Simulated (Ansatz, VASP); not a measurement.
## One calculation of CdF2, two programs

```
Cd F
1.0
     0.00000    2.72224    2.72224
     2.72224    0.00000    2.72224
     2.72224    2.72224    0.00000
Cd F
1 2
Cartesian
  0.0000 0.0000 0.0000
  1.3611 1.3611 1.3611
  4.0834 4.0834 4.0834
```

Alike in both runs: functional PBE; dispersion D3(BJ); k mesh 8 × 8 × 8; occupations gaussian, width 0.02 eV; no spin polarisation.

Ansatz relaxed the structure, and its values are those at the end. VASP's run is a single point on that final structure, the one shown.

|  | VASP | Ansatz |
| --- | --- | --- |
| version | VASP 6.6.1 | Ansatz 0.2.0 |
| potentials or method | VASP PAW PBE potentials, release 64 (Cd, F) | scalar-relativistic, plane waves, PAW |
| plane-wave cutoff (eV) | 520 | 420 |
| valence electrons in the cell | 26 | 34 |

VASP gave:

```
gap on the k mesh at the Fermi level (eV) : 2.96
least direct gap on the mesh (eV)         : 3.49
pressure (GPa)                            : 0.6
```

**Question.** Which values does Ansatz return?

**Answer.** gap on the k mesh at the Fermi level (eV): 2.99; least direct gap on the mesh (eV): 3.52; pressure (GPa): 0.0.

With one functional, cell and mesh, what is left measures potentials, basis and numerics. The two sets of potentials don't hold the same shells in valence.

A k mesh can miss the band edges.
